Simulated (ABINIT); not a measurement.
# SiNi (Pmmn) in ABINIT: single point with PBE

Aim: the single point of SiNi with PBE.

All numbers are computed with ABINIT 10.8.3 (patched build); they aren't measurements. Logs are shortened: lines on timing, memory, paths and dates and some standing lists are left out, and cuts for length are marked. The log counts tension as positive stress, the text compression.

## 1. The crystal as given

The structure is orthorhombic, space group Pmmn (No. 59). The conventional cell has a = 2.943 Å, b = 3.280 Å, c = 4.677 Å, α = 90.00°, β = 90.00°, γ = 90.00°. Ni (site symmetry mm2) is surrounded by 6 Si at 2.34 to 2.37 Å and 4 Ni at 2.65 Å. Around Si (site symmetry mm2) lie 6 Ni at 2.34 to 2.37 Å and 4 Si at 2.65 Å.

The cell is a database's computed one.

## 2. Single point, PBE, collinear spin, ferromagnetic start

run.abi reads:

```
# Pseudopotentials
pp_dirpath "./"
pseudos "Ni.GGA_PBE-JTH.xml, Si.GGA_PBE-JTH.xml"

# Structure
acell 3*1.0
rprim
     5.5610305950     0.0000000000     0.0000000000
     0.0000000000     6.1989168702     0.0000000000
     0.0000000000     0.0000000000     8.8390933389
ntypat 2
znucl 28 14
natom 4
typat 1 1 2 2
xred
     0.5000000000     0.5000000000     0.3424955900
     0.0000000000     0.0000000000     0.6575044100
     0.5000000000     0.5000000000     0.8431431600
     0.0000000000     0.0000000000     0.1568568400
chkprim 0
chksymtnons 0
tolsym 1.0e-6

# Plane-wave basis
ecut 41.0
pawecutdg 63.0
pawxcdev 0

# k points
kptopt 1
ngkpt 9 8 6
nshiftk 1
shiftk 0.0 0.0 0.0

# Exchange and correlation
ixc 11

# Bands and occupations
nband 27
occopt 3
tsmear 0.05 eV

# Spin
nsppol 2
spinat
     0.0000000000     0.0000000000     2.5000000000
     0.0000000000     0.0000000000     2.5000000000
     0.0000000000     0.0000000000     0.0000000000
     0.0000000000     0.0000000000     0.0000000000

# SCF cycle
nstep 100
tolvrs 1.0e-9

# Output
iomode 3
prtwf 0
prtden 0
prteig 0
prtebands 0
enunit 1
```

Potentials or basis: JTH PAW PBE v2.0.

The run is started by

```bash
mpirun --bind-to none -np 4 abinit run.abi > log 2>&1
```

run.abo:

```text
.Version 10.8.3 of ABINIT
 Symmetries : space group Pm m n (# 59); Bravais oP (primitive ortho.)
================================================================================
 Values of the parameters that define the memory need of the present run
     intxc =       0    ionmov =       0      iscf =      17    lmnmax =      18
     lnmax =       6     mgfft =      54  mpssoang =       3    mqgrid =    3159
     natom =       4  nloc_mem =       2    nspden =       2   nspinor =       1
    nsppol =       2      nsym =       8    n1xccc =       1    ntypat =       2
    occopt =       3   xclevel =       2
       mpw =        3852          nfft =       69984          nkpt =         100
Pmy_natom=         1
 PAW method is used; the additional fine FFT grid is defined by:
   mgfftf=        64    nfftf =    122880
================================================================================
================================================================================

--------------------------------------------------------------------------------
------------- Echo of variables that govern the present computation ------------
--------------------------------------------------------------------------------
 -outvars: echo values of preprocessed input variables --------
            acell      1.0000000000E+00  1.0000000000E+00  1.0000000000E+00 Bohr
              amu      5.86900000E+01  2.80855000E+01
          chkprim           0
      chksymtnons           0
             ecut      4.10000000E+01 Hartree
           enunit           1
                       outvar_i_n : Printing only first  50 k-points.
              ixc          11
                       outvar_i_n : Printing only first  50 k-points.
         kptrlatt        9    0    0      0    8    0      0    0    6
          kptrlen      4.95913350E+01
            natom           4
            nband          27
            ngfft          36      36      54
          ngfftdg          40      48      64
             nkpt         100
           nspden           2
           nsppol           2
            nstep         100
             nsym           8
           ntypat           2
                       prtocc : prtvol=0, do not print more k-points.
                       1.000000  1.000000  1.000000  1.000000  1.000000  1.000000
                       1.000000  1.000000  1.000000  1.000000  1.000000  1.000000
                       1.000000  1.000000  1.000000  1.000000  1.000000  1.000000
                       1.000000  1.000000  1.000000  1.000000  0.000000  0.000000
                       0.000000  0.000000  0.000000
                       1.000000  1.000000  1.000000  1.000000  1.000000  1.000000
                       1.000000  1.000000  1.000000  1.000000  1.000000  1.000000
                       1.000000  1.000000  1.000000  1.000000  1.000000  1.000000
                       1.000000  1.000000  1.000000  1.000000  0.000000  0.000000
                       0.000000  0.000000  0.000000
                       1.000000  1.000000  1.000000  1.000000  1.000000  1.000000
                       1.000000  1.000000  1.000000  1.000000  1.000000  1.000000
                       1.000000  1.000000  1.000000  1.000000  1.000000  1.000000
                       1.000000  1.000000  1.000000  1.000000  0.000000  0.000000
                       0.000000  0.000000  0.000000
                       1.000000  1.000000  1.000000  1.000000  1.000000  1.000000
                       1.000000  1.000000  1.000000  1.000000  1.000000  1.000000
[... 470 lines left out ...]
  17.50648   17.93180   19.60034
 prteigrs : prtvol=0 or 1, do not print more k-points.

 Eigenvalues (   eV  ) for nkpt= 100  k points, SPIN DOWN:
 kpt#   1, nband= 27, wtk=  0.00231, kpt=  0.0000  0.0000  0.0000 (reduced coord)
 -91.73541  -91.72589  -52.25862  -52.22990  -52.14359  -52.10513  -52.04840  -52.01939
  -1.87569    3.95511    5.59174    7.99548    8.50350    9.31836    9.42998    9.49759
   9.56481    9.61391    9.99017   10.29931   10.31561   10.94309   13.55006   15.07563
  17.50648   17.93180   19.60034
 prteigrs : prtvol=0 or 1, do not print more k-points.

--- !EnergyTerms
iteration_state     : {dtset: 1, }
comment             : Components of total free energy in Hartree
kinetic             :  6.14101581289736E+01
hartree             :  1.14677639571314E+02
xc                  : -1.83387267546365E+01
Ewald energy        : -1.96059640795054E+02
psp_core            :  7.71816251368292E+00
local_psp           : -3.11099172186994E+02
PAW spherical_terms : -8.08187134879741E+00
internal            : -3.49773450871511E+02
'-kT*entropy'       : -2.99607352036952E-04
total_energy        : -3.49773750478863E+02
total_energy_eV     : -9.51782862298572E+03
...

--- !EnergyTermsDC
iteration_state     : {dtset: 1, }
comment             : '"Double-counting" decomposition of free energy'
band_energy         : -2.82098560512142E+01
Ewald energy        : -1.96059640795054E+02
psp_core            :  7.71816251368292E+00
xc_dc               : -1.11952133058560E+02
PAW spherical_terms : -2.12699835442286E+01
internal            : -3.49773450935374E+02
'-kT*entropy'       : -2.99607352036952E-04
total_energy_dc     : -3.49773750542726E+02
total_energy_dc_eV  : -9.51782862472352E+03
...

--- !EnergyTermsWithPAWCore
iteration_state     : {dtset: 1, }
comment             : 'Components of total free energy, including PAW core contributions'
Total energy        : -3.62172716396329E+03
Total energy DC     : -3.62172716402716E+03
Total energy (eV)   : -9.85522167361666E+04
Total energy DC (eV): -9.85522167379044E+04
...

 Cartesian components of stress tensor (hartree/bohr^3)
  sigma(1 1)= -2.36508224E-04  sigma(3 2)=  0.00000000E+00
  sigma(2 2)= -2.49921348E-04  sigma(3 1)=  0.00000000E+00
  sigma(3 3)= -2.29412774E-04  sigma(2 1)=  0.00000000E+00

-Cartesian components of stress tensor (GPa)         [Pressure=  7.0203E+00 GPa]
- sigma(1 1)= -6.95831219E+00  sigma(3 2)=  0.00000000E+00
- sigma(2 2)= -7.35293993E+00  sigma(3 1)=  0.00000000E+00
- sigma(3 3)= -6.74955685E+00  sigma(2 1)=  0.00000000E+00

== END DATASET(S) ==============================================================
================================================================================

 -outvars: echo values of variables after computation  --------
            acell      1.0000000000E+00  1.0000000000E+00  1.0000000000E+00 Bohr
           etotal     -3.4977375054E+02
            fcart     -0.0000000000E+00 -1.9088679242E-31  8.7771005770E-04
                      -0.0000000000E+00  5.7266037726E-31 -8.7771005770E-04
                      -0.0000000000E+00  3.1814465403E-31  7.5666534200E-04
                      -0.0000000000E+00 -6.9991823887E-31 -7.5666534200E-04
            rprim      5.5610305950E+00  0.0000000000E+00  0.0000000000E+00
                       0.0000000000E+00  6.1989168702E+00  0.0000000000E+00
                       0.0000000000E+00  0.0000000000E+00  8.8390933389E+00
           strten     -2.3650822427E-04 -2.4992134847E-04 -2.2941277448E-04
                       0.0000000000E+00  0.0000000000E+00  0.0000000000E+00
           xangst      1.4713853290E+00  1.6401627689E+00  1.6020048867E+00
                       0.0000000000E+00  0.0000000000E+00  3.0754418701E+00
                       1.4713853290E+00  1.6401627689E+00  3.9437572393E+00
                       0.0000000000E+00  0.0000000000E+00  7.3368951754E-01
             xred      5.0000000000E-01  5.0000000000E-01  3.4249559000E-01
                       0.0000000000E+00  0.0000000000E+00  6.5750441000E-01
                       5.0000000000E-01  5.0000000000E-01  8.4314316000E-01
                       0.0000000000E+00  0.0000000000E+00  1.5685684000E-01
 Calculation completed.
```

Wall time 10 min (4 MPI ranks of Arm Neoverse V1, shared host); peak memory 1.1 GiB.

Results:

| Property | Result |
| --- | --- |
| Free energy | -9517.8286 eV |
| Pressure | 7.0 GPa |
| Largest force | 0.045 eV/Å |
| Band gap on the k mesh | none (metal or under the smearing width) |
| Net moment | 0.00 μB per cell |
| Valence electrons inside the program's atomic spheres | Ni 15.93; Si 1.56 |

Forces on the atoms (eV/Å):
```
Ni   0.000  0.000  0.045
Ni   0.000  0.000 -0.045
Si   0.000  0.000  0.039
Si   0.000  0.000 -0.039
```

Levels at points of the mesh, in eV from the Fermi level:
Spin up:
```tsv
k point	band 19	band 20	band 21	band 22	band 23	band 24	band 25	band 26
(0.00, 0.00, 0.00)	-2.35	-2.04	-2.02	-1.40	1.21	2.74	5.17	5.59
(0.00, 0.50, 0.00)	-2.27	-2.27	-2.22	-2.22	1.16	1.16	4.99	4.99
(0.00, 0.00, 0.50)	-2.72	-2.09	1.09	1.59	2.01	2.42	2.89	3.60
(0.00, 0.50, 0.50)	-2.08	-2.08	-2.05	-2.05	5.24	5.24	5.41	5.41
```
Spin down:
```csv
k point,band 19,band 20,band 21,band 22,band 23,band 24,band 25,band 26
"(0.00, 0.00, 0.00)",-2.35,-2.04,-2.02,-1.40,1.21,2.74,5.17,5.59
"(0.00, 0.50, 0.00)",-2.27,-2.27,-2.22,-2.22,1.16,1.16,4.99,4.99
"(0.00, 0.00, 0.50)",-2.72,-2.09,1.09,1.59,2.01,2.42,2.89,3.60
"(0.00, 0.50, 0.50)",-2.08,-2.08,-2.05,-2.05,5.24,5.24,5.41,5.41
```

Caveat: the starting moments collapsed, and a magnetic state may lie lower.
